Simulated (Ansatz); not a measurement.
**AlN in Ansatz: the effect of functional**

Crystal: AlN.

```
Al N
1.0
     0.00000    2.03452    2.03452
     2.03452    0.00000    2.03452
     2.03452    2.03452    0.00000
Al N
1 1
Direct
  0.50000 0.50000 0.50000
  0.00000 0.00000 0.00000
```

Measurements of this composition are mostly on another form, of space group No. 186.

Alike in all runs:

```yaml
Program: Ansatz 0.2.0
Task: single point
Potentials_or_basis: all-electron PAW datasets made for the crystal
k_mesh: 8 × 8 × 8
Occupations: fermi-dirac, width 0.05 eV
Spin: no spin polarisation
```

Task: One run gave: gap on the mesh 6.59 eV; pressure -7.5 GPa. Which functional did it use?
A. PBE
B. HSE06
C. PBE0

Result: C.

```tsv
functional	cutoff	gap on the mesh (eV)	pressure (GPa)
PBE	340 eV (chosen from the basis error)	4.44	0.3
HSE06	430 eV (chosen from the basis error)	5.84	-7.5
PBE0	430 eV (chosen from the basis error)	6.59	-7.5
```

A k mesh can miss the band edges.

The runs don't all hold the same shells in valence.
